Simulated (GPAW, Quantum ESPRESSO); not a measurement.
The Cl K edge of atom 1 in LiCl (Fm-3m), with 6 Li at 2.56 Å (octahedral, site symmetry m-3m), was computed in 2 ways: full core hole (charged cell) and no core hole. Program and functional: Quantum ESPRESSO XSpectra, PBE, Lorentzian half width 0.32 eV up to 4 eV, rising linearly to 2.5 eV at 25 eV; cells of 2 and 12 atoms (the run without a hole in the smaller).

Each run is counted from its own lowest empty level or Fermi level and scaled to a mean of 1 over its first 20 eV. (XSpectra's own axis starts at xe0, in the gap; it has been shifted.)

```tsv
E (eV)	run 1	run 2
-2.0	0.04	0.04
-1.5	0.05	0.05
-1.0	0.06	0.06
-0.5	0.08	0.08
0.0	0.12	0.11
0.5	0.20	0.20
1.0	0.36	0.43
1.5	0.71	0.61
2.0	1.18	0.84
2.5	1.48	0.91
3.0	1.79	1.19
3.5	2.40	1.72
4.0	2.56	2.04
4.5	2.30	2.16
5.0	1.92	2.32
5.5	1.53	2.16
6.0	1.19	1.75
6.5	0.95	1.38
7.0	0.80	1.16
7.5	0.74	1.07
8.0	0.72	0.99
8.5	0.68	0.88
9.0	0.63	0.77
9.5	0.59	0.71
10.0	0.57	0.66
10.5	0.56	0.64
11.0	0.57	0.64
11.5	0.60	0.67
12.0	0.65	0.70
12.5	0.71	0.73
13.0	0.76	0.77
13.5	0.81	0.80
14.0	0.86	0.84
14.5	0.91	0.87
15.0	0.96	0.90
15.5	0.99	0.92
16.0	1.01	0.93
16.5	1.01	0.92
17.0	0.99	0.91
17.5	0.97	0.89
18.0	0.95	0.87
18.5	0.94	0.86
19.0	0.93	0.86
19.5	0.93	0.86
20.0	0.94	0.86
20.5	0.95	0.87
21.0	0.97	0.88
21.5	0.99	0.90
22.0	1.01	0.92
22.5	1.03	0.93
23.0	1.04	0.94
23.5	1.04	0.94
24.0	1.04	0.93
24.5	1.03	0.93
25.0	1.03	0.92
25.5	1.02	0.92
26.0	1.03	0.92
26.5	1.04	0.92
27.0	1.05	0.94
27.5	1.07	0.95
28.0	1.09	0.97
28.5	1.11	0.99
29.0	1.12	1.01
29.5	1.13	1.03
30.0	1.15	1.05
30.5	1.15	1.06
31.0	1.16	1.08
31.5	1.17	1.09
32.0	1.17	1.11
```

The database entry behind the starting cell differs from later determinations by our own check (0.1 to 0.3 % short, probably kX units), so it need not match the best structure at ambient conditions.

**Question.** Which run is which?

Run 1: full core hole (charged cell) (area from −2 to 6 eV 8.7, main maxima 3.8 eV (2.59) and 16.1 eV (1.01)). Run 2: no core hole (area from −2 to 6 eV 7.9, main maxima 5.1 eV (2.33) and 16.1 eV (0.93)). With each curve scaled to its own mean, the area from −2 to 6 eV with the hole is 8.7 against 7.9, and the centre of weight from −1 to 20 eV moves by -0.0 eV (first and strongest maxima below 20 eV: 5.1 eV (2.33) and 16.1 eV (0.93) without the hole, 3.8 eV (2.59) and 16.1 eV (1.01) with it); the shape changes all the same, by 24 % r.m.s.

[Banner, clock and machine lines of the logs are left out without a mark of their own.]

[Logs are printed without paths, hosts, clocks, repeated set-up lines and the standing remarks that a program may print on its own settings, such as how far it seeks lower states.]

[Hosts, paths, dates, database ids (printed as entryN), source tags and the programs' standing remarks are cut or masked in the printed files.]

[Lists of maxima count a maximum above −3 eV only where it reaches 4 % of the highest in the window and stands out from its surroundings by 2 % of it (1.5 % where it reaches 55 %); shoulders and weaker maxima are passed over, and of the rest the first, up to two pre-edge ones and the few strongest are named.]
